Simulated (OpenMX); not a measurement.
Runs of OpenMX 3.8.5 on InAs. The structure is cubic, space group F-43m (No. 216). Conventional cell: a = 6.036 Å, b = 6.036 Å, c = 6.036 Å, α = 90.00°, β = 90.00°, γ = 90.00°. In (site symmetry -43m) is surrounded by 4 As at 2.61 Å. As (site symmetry -43m) has 4 In at 2.61 Å as nearest neighbours. 

```csv
task,level,potentials or basis,spin,cell,k mesh,SCF threshold,optimiser,force threshold,max steps of the ions,pressure (GPa),moment (μB)
relaxation of cell and atoms,LDA,"OpenMX 2013 LDA set, In7.0-s3p2d1, As7.0-s3p2d1, grid cutoff 500 Ry","collinear, ferromagnetic start",relaxed,7 × 7 × 7,1e-08 Ha,RFC5,1.0e-3 Ha/bohr,30,0.0,0.00
band structure,PBE+D4,"OpenMX 2013 PBE set, In7.0-s3p2d2, As7.0-s3p2d2, grid cutoff 500 Ry","collinear, ferromagnetic start",as given,9 × 9 × 9,1e-08 Ha,-,-,-,-,0.00
band structure,PBE,"OpenMX 2013 PBE set, In7.0-s3p2d2, As7.0-s3p2d2, grid cutoff 500 Ry","non-collinear, zero start, SOC",as given,7 × 7 × 7,1e-07 Ha,-,-,-,-,0.00
band structure,PBE,"OpenMX 2013 PBE set, In7.0-s3p2d2f1, As7.0-s3p2d2f1, grid cutoff 500 Ry",off,as given,9 × 9 × 9,1e-08 Ha,-,-,-,(a),-
band structure,PBE,"OpenMX 2013 PBE set, In7.0-s3p2d2, As7.0-s3p2d2, grid cutoff 500 Ry",off,as given,9 × 9 × 9,1e-08 Ha,-,-,-,6.5,-
```

Alike in all rows: smearing fermi-dirac 0.05 eV.

**Question.** Fill in the values left out.

**Answer.** (a) 5.7.

Caveats: the basis of atomic orbitals isn't converged, which shifts pressures, moduli and gaps; the energies along the path lack the entropy term of the smearing (some runs); pairwise dispersion overbinds metals, which lowers pressure and volume (some runs); total energies with and without spin-orbit coupling shouldn't be compared in this program (some runs).

Not every run made on this cell is shown here.
